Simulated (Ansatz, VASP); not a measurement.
## SnO2 in VASP and in Ansatz

The input INCAR:

```
PREC = Accurate
ENCUT = 520
EDIFF = 1E-8
ISMEAR = -1
SIGMA = 0.03
LREAL = False
LASPH = True
NELM = 60
ALGO = Normal
ISIF = 2
LWAVE = False
LCHARG = False
LEFG = True
NBANDS = 35
```

File KPOINTS:

```
Automatic mesh
0
Gamma
  4 4 6
```

File POSCAR:

```
SnO2
1.0
    4.7373500000     -0.0236867500     -0.0236867500
   -0.0236867500      4.7373500000     -0.0236867500
   -0.0159320000     -0.0159320000      3.1864000000
Sn O
2 4
Direct
    0.0000000000      0.0000000000      0.0000000000
    0.5000000000      0.5000000000      0.5000000000
    0.3056200000      0.3056200000      0.0000000000
    0.1943800000      0.8056200000      0.5000000000
    0.6943800000      0.6943800000      0.0000000000
    0.8056200000      0.1943800000      0.5000000000
```

Input for Ansatz:

```yaml
crystal:
  lattice:
    - [4.73735, -0.02368675, -0.02368675]
    - [-0.02368675, 4.73735, -0.02368675]
    - [-0.015932, -0.015932, 3.1864]
  atoms:
    - { symbol: Sn, position: [0.0, 0.0, 0.0] }
    - { symbol: Sn, position: [0.5, 0.5, 0.5] }
    - { symbol: O, position: [0.30562, 0.30562, 0.0] }
    - { symbol: O, position: [0.19438, 0.80562, 0.5] }
    - { symbol: O, position: [0.69438, 0.69438, 0.0] }
    - { symbol: O, position: [0.80562, 0.19438, 0.5] }
kpoints:
  mp_grid: { grid: [4, 4, 6] }
scf:
  occupations: { method: fermi_dirac, width: 0.03 }
hamiltonian:
  xc: lda
  pseudopotentials: { kind: all_electron, datasets: crystal }
output:
  forces: true
  stress: true
  eigenvalues: true
  efg: { contact_densities: true }
```

Change from the starting cell: equal xy, yz and zx shear strains of -1 %, crystal datasets.

Alike in both runs: task electric field gradients; functional LDA; k mesh 4 × 4 × 6; occupations fermi-dirac, width 0.03 eV; no spin polarisation.

```csv
,VASP,Ansatz
version,VASP 6.6.1,Ansatz 0.2.0
potentials or method,"VASP PAW LDA potentials, release 64 (Sn_d, O)","all-electron PAW with datasets made for the crystal, scalar-relativistic"
plane-wave cutoff (eV),520,see its input
```

Ansatz gave:

```
gap on the k mesh at the Fermi level (eV)                      : 1.11
pressure (GPa)                                                 : -0.8
largest component of the traceless stress (GPa)                : 2.07
rms of the force components (eV/Å)                             : 0.051
Vzz of the field gradient on the site that differs most (V/Å²) : 59.6
```

Question: Estimate VASP's values.

Answer: gap on the k mesh at the Fermi level (eV): 1.14; pressure (GPa): 0.1; largest component of the traceless stress (GPa): 2.08; rms of the force components (eV/Å): 0.047; Vzz of the field gradient on the site that differs most (V/Å²): -62.9.

Atom by atom the forces differ by 0.011 eV/Å (rms over components). One of these differences is far larger than is usual between the two programs; its cause wasn't traced. Ansatz ran all-electron here, so the differences hold the error of VASP's frozen core and of both bases. Ansatz warned: «gradients_without_spin_orbit».

Caveats: spin-orbit coupling is left out, which moves the levels of the heavy elements.
